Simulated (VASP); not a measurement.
# GaN: single point with PBE

The system is GaN.

```xyz
4
Lattice="3.3525 0.0000 0.0000 -1.6763 2.8579 0.0000 0.0000 0.0000 4.7559" Properties=species:S:1:pos:R:3 pbc="T T T"
Ga    0.0000    1.9024    1.1890
Ga    1.6763    0.9555    3.5669
N     1.6763    0.9620    1.1890
N     0.0000    1.8959    3.5669
```

The cell was built by a generator and needn't be a form met in nature.

The cell isn't the ideal one: uniaxial_x strain +1.6%.

* Program: VASP 6.6.1
* Task: single point
* Functional: PBE
* Potentials or basis: VASP PAW PBE potentials, release 64 (Ga_d, N)
* Cutoff: 520 eV
* k mesh: 12 × 12 × 6
* Occupations: fermi-dirac, width 0.02 eV
* Spin: no spin polarisation

The pressure is 2.7 GPa and the largest force is 0.006 eV/Å. The band gap on the k mesh is 1.31 eV, direct.

Forces in eV/Å, atoms in the order of the input:
```
Ga   0.000 -0.005  0.000
Ga   0.000  0.005  0.000
N    0.000  0.006  0.000
N    0.000 -0.006  0.000
```

Stress tensor (GPa, compression positive):
```
0.87 0.00 0.00
0.00 4.00 0.00
0.00 0.00 3.19
```

Levels at points of the mesh, in eV from the valence-band top:
```
           k point  band 14  band 15  band 16  band 17  band 18  band 19  band 20  band 21  band 22  band 23
(0.00, 0.00, 0.00)    -2.21    -2.06    -0.99    -0.90     0.00     1.31     1.84     8.06     8.26     9.54
(0.50, 0.00, 0.00)    -5.93    -3.96    -3.93    -2.08    -1.96     3.29     4.95     6.68     7.90     9.63
(0.00, 0.50, 0.00)    -5.85    -4.10    -3.92    -2.21    -1.92     2.98     4.73     6.64     8.04     9.73
(0.00, 0.00, 0.50)    -3.42    -1.59    -1.59    -1.47    -1.47     3.43     3.43     7.78     7.78     8.51
(0.50, 0.00, 0.50)    -7.43    -3.06    -3.06    -1.15    -1.15     4.28     4.28     6.26     6.26     9.01
(0.00, 0.50, 0.50)    -7.35    -3.22    -3.22    -1.19    -1.19     4.19     4.19     6.19     6.19     9.12
```

Wall time 99 s on 1 thread of Intel(R) Xeon(R) 6975P-C (Granite Rapids), with other jobs on the host, peak memory 0.29 GiB.
